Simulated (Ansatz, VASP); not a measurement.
## One calculation of Ga, two programs

```
Ga
1.0
     2.77842    0.00000    0.00000
     0.00000    3.28161    0.00000
    -1.34343    0.00000    3.99027
Ga
2
Cartesian
  -0.6607 2.4612 3.0732
  2.0957 0.8204 0.9171
```

This isn't the form of Ga at room conditions, which is orthorhombic.

Alike in both runs: task single point; functional PBEsol; k mesh 10 × 8 × 7; occupations fermi-dirac, width 0.05 eV; no spin polarisation.

```csv
,VASP,Ansatz
version,VASP 6.6.1,Ansatz 0.2.0
potentials or method,"VASP PAW PBE potentials, release 64 (Ga_d)",Ansatz PAW
plane-wave cutoff (eV),520,420
valence electrons in the cell,26,26
```

Ansatz gave:

| Item | Value |
| --- | --- |
| gap on the k mesh at the Fermi level (eV) | none |
| pressure (GPa) | -0.7 |
| largest component of the traceless stress (GPa) | 1.05 |
| rms of the force components (eV/Å) | 0.041 |

Question: Estimate VASP's values.

Answer: gap on the k mesh at the Fermi level (eV): none; pressure (GPa): -0.6; largest component of the traceless stress (GPa): 1.07; rms of the force components (eV/Å): 0.042.

Atom by atom the forces differ by 0.001 eV/Å (rms over components). A gap of «none» marks a metal or a gap that the smearing closes.

Caveats: the PAW data sets were made with another functional, which shifts forces and pressure a little (VASP); the PAW data sets come from PBE, with cores solved anew for the run's functional, which leaves a small shift of forces and pressure (Ansatz).
